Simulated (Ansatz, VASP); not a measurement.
TaN: VASP beside Ansatz

INCAR

```
ALGO = Normal
EDIFF = 1E-7
ENCUT = 520
GGA = PS
ISIF = 2
ISMEAR = 0
LASPH = True
LCHARG = False
LREAL = False
LWAVE = False
NBANDS = 15
NELM = 60
PREC = Accurate
SIGMA = 0.15
```

File KPOINTS:

```
k-points
0
Gamma
  18 18 16
```

File POSCAR:

```
TaN
1.0
    2.7778000000      0.0000000000      0.0000000000
   -1.3889000000      2.4056453666      0.0000000000
    0.0000000000      0.0000000000      3.0143000000
Ta N
1 1
Direct
    0.3333333333      0.6666666667      0.5000000000
    0.0000000000      0.0000000000      0.0000000000
```

Input for Ansatz:

```yaml
crystal:
  lattice:
    - [2.7778, 0.0, 0.0]
    - [-1.3889, 2.4056453666, 0.0]
    - [0.0, 0.0, 3.0143]
  atoms:
    - { symbol: Ta, position: [0.3333333333, 0.6666666667, 0.5] }
    - { symbol: "N", position: [0.0, 0.0, 0.0] }
basis:
  ecutwfc: 520.0
kpoints:
  mp_grid: { grid: [18, 18, 16] }
hamiltonian:
  xc: pbesol
scf:
  occupations: { method: gaussian, width: 0.15 }
output:
  forces: true
  stress: true
  eigenvalues: true
```

Alike in both runs: task single point; functional PBEsol; k mesh 18 × 18 × 16; occupations gaussian, width 0.15 eV; no spin polarisation.

|  | VASP | Ansatz |
| --- | --- | --- |
| version | VASP 6.6.1 | Ansatz 0.2.0 |
| potentials or method | VASP PAW PBE potentials, release 64 (Ta_pv, N) | scalar-relativistic, plane waves, PAW |
| plane-wave cutoff (eV) | 520 | 520 |
| valence electrons in the cell | 16 | 18 |

|  | VASP | Ansatz | Ansatz less VASP |
| --- | --- | --- | --- |
| gap on the k mesh at the Fermi level (eV) | none | none | - |
| pressure (GPa) | 21.8 | 20.7 | -1.13 |
| largest component of the traceless stress (GPa) | 45.49 | 45.59 | +0.102 |

A gap of «none» marks a metal or a gap that the smearing closes. The two sets of potentials don't hold the same shells in valence.

Caveats: so large a pressure means that the cell lies far from this level's equilibrium, or that cutoff or potentials fall short (VASP); the potentials were made for another functional, which shifts forces and pressure (VASP). Spin-orbit coupling is left out, which matters for the levels of Ta.
